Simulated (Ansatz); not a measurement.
**Sb: properties of a relaxed candidate**

The task, for Sb: see how the gap depends on the functional.

Computed with Ansatz 0.2.0 (DFT PBE, scalar-relativistic, plane waves, PAW, unless a step names another level, unless a step's input says otherwise).

1 further run of the same task is left out (set aside as unsound or not needed).

## 1. The system as given

The structure is orthorhombic, space group Pmma (No. 51). The conventional cell has a = 12.881 Å, b = 4.378 Å, c = 4.559 Å, α = 90.00°, β = 90.00°, γ = 90.00°. Around Sb (site symmetry m) lie 3 Sb at 2.93 to 2.98 Å. Sb (site symmetry m) has 3 Sb at 2.88 to 2.98 Å as nearest neighbours.

Coordinates:

```
Sb
1.0
    12.88081    0.00000    0.00000
     0.00000    4.37837    0.00000
     0.00000    0.00000    4.55941
Sb
8
Direct
  0.86383 0.00000 0.07403
  0.11185 0.50000 0.48949
  0.36383 0.00000 0.92597
  0.61185 0.50000 0.51051
  0.88815 0.50000 0.51051
  0.13617 0.00000 0.92597
  0.38815 0.50000 0.48949
  0.63617 0.00000 0.07403
```

It is the end of an earlier relaxation with the same method, from a generated guess; it needn't be the stable form of this composition. At a tolerance of 0.05 Å it has space group Pmma (No. 51); it has 32.14 Å³/atom, an uncorrected energy of +0.02 eV/atom over the standard state and, on its mesh, gap none (metal).

## 2. The same geometry with PBE with spin-orbit coupling

input.yaml reads:

```yaml
crystal:
  lattice:
    - [12.8808130364, 0.0, 0.0]
    - [0.0, 4.3783732063, 0.0]
    - [0.0, 0.0, 4.5594088582]
  atoms:
    - { symbol: Sb, position: [0.8638286107, 0.0, 0.0740343733] }
    - { symbol: Sb, position: [0.1118510114, 0.5, 0.4894854204] }
    - { symbol: Sb, position: [0.3638286107, 0.0, 0.9259656267] }
    - { symbol: Sb, position: [0.6118510114, 0.5, 0.5105145796] }
    - { symbol: Sb, position: [0.8881489886, 0.5, 0.5105145796] }
    - { symbol: Sb, position: [0.1361713893, 0.0, 0.9259656267] }
    - { symbol: Sb, position: [0.3881489886, 0.5, 0.4894854204] }
    - { symbol: Sb, position: [0.6361713893, 0.0, 0.0740343733] }
basis:
  ecutwfc: 420
kpoints:
  mp_grid: { grid: [4, 8, 8] }
  band_path:
    path:
      - [[0.0, 0.0, 0.0], [0.5, 0.0, 0.0], [0.5, 0.5, 0.0], [0.0, 0.5, 0.0], [0.0, 0.0, 0.0], [0.0, 0.0, 0.5], [0.5, 0.0, 0.5], [0.5, 0.5, 0.5], [0.0, 0.5, 0.5], [0.0, 0.0, 0.5]]
      - [[0.5, 0.0, 0.0], [0.5, 0.0, 0.5]]
      - [[0.0, 0.5, 0.0], [0.0, 0.5, 0.5]]
      - [[0.5, 0.5, 0.0], [0.5, 0.5, 0.5]]
    npoints: 10
hamiltonian:
  xc: pbe
scf:
  occupations: { method: gaussian, width: 0.1 }
output:
  forces: true
  stress: true
  eigenvalues: true
  populations: true
  dos: { projected: true, de: 0.02 }
  bader: false
magnetization:
  noncollinear: true
  spin_orbit: true
```

Command:

```sh
$ ansatz run input.yaml --threads 4 --pin off --max-ram 8192MiB --backend cpu --events-out ev --progress --plain --runs-dir out
```

What does the calculation give? Wanted: gap; states at the Fermi level.

As calculated:

| quantity | value |
| --- | --- |
| gap (PBE with spin-orbit coupling) | none (metal) |
| states at the Fermi level (PBE with spin-orbit coupling) | 0.41 per eV per cell |

All levels find a metal. PBE with spin-orbit coupling cost 4.9 times the CPU time of PBE on a shared host.
